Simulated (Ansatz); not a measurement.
TiC: strain energy, fitted

TiC, Fm-3m, a = 4.293 Å. Ansatz: PBEsol, PAW, 420 eV, Γ-centred 18×18×12 mesh on 4 atoms, Gaussian smearing 0.10 eV; no spin polarisation. Series: equal strain along all axes, cell held, atoms fixed by symmetry; x is the strain in per cent. y is the free energy over the unstrained cell, V0 = 9.892 Å³/atom.

```tsv
x (%)	y (meV/atom)
-6.0	?
-4.0	134.03
-2.0	31.47
0.0	0.00
2.0	28.07
4.0	105.75
6.0	224.44
```

Fit y = c2 x² + c3 x³ to the other rows, turn c2 into a modulus, and predict the missing energy.

Least squares on the rows shown. y = 7.5085 x² − 0.21362 x³. In eV per unit strain² c2 is 75.08; the stiffness is B for this strain (E = 9/2 B V0 ε², shape held): 2 × 75.08 × 160.2 / (9 × 9.892) = 270 GPa. At x = -6.0 the fit asked for gives 316.45 meV/atom. The run gave 321.03 meV/atom, so the fit is 4.58 meV/atom too low, 1.4 % of the span of the series, against an rms of 0.39 meV/atom on the fitted rows. The row lies outside the fitted range. With a term in x⁴ added, a fit to the same known rows predicts 319.89 meV/atom, so most of the miss is curvature that the known rows already hold.